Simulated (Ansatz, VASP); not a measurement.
**Two plane-wave programs on AgCl**

```xyz
2
Lattice="3.4340 0.0000 0.0000 0.0000 3.5027 0.0000 0.0000 0.0000 3.4340" Properties=species:S:1:pos:R:3 pbc="T T T"
Ag    0.0000    0.0000    0.0000
Cl    1.7170    1.7513    1.7170
```

Change from the starting cell: strain +0.0200 x Voigt [0, 1, 0, 0, 0, 0], atoms carried along.

Alike in both runs: task single point; functional LDA; k mesh 10 × 10 × 10; occupations gaussian, width 0.03 eV; no spin polarisation.

|  | VASP | Ansatz |
| --- | --- | --- |
| version | VASP 6.6.1 | Ansatz 0.2.0 |
| potentials or method | VASP PAW LDA potentials, release 64 (Ag, Cl) | scalar-relativistic, plane waves, PAW |
| plane-wave cutoff (eV) | 520 | 420 |
| valence electrons in the cell | 18 | 26 |

|  | VASP | Ansatz | Ansatz less VASP |
| --- | --- | --- | --- |
| gap on the k mesh at the Fermi level (eV) | 0.28 | 0.25 | -0.030 |
| least direct gap on the mesh (eV) | 1.69 | 1.66 | -0.027 |
| pressure (GPa) | -8.2 | -8.2 | +0.03 |
| largest component of the traceless stress (GPa) | 0.57 | 0.56 | -0.005 |

The two sets of potentials don't hold the same shells in valence.

A k mesh can miss the band edges.
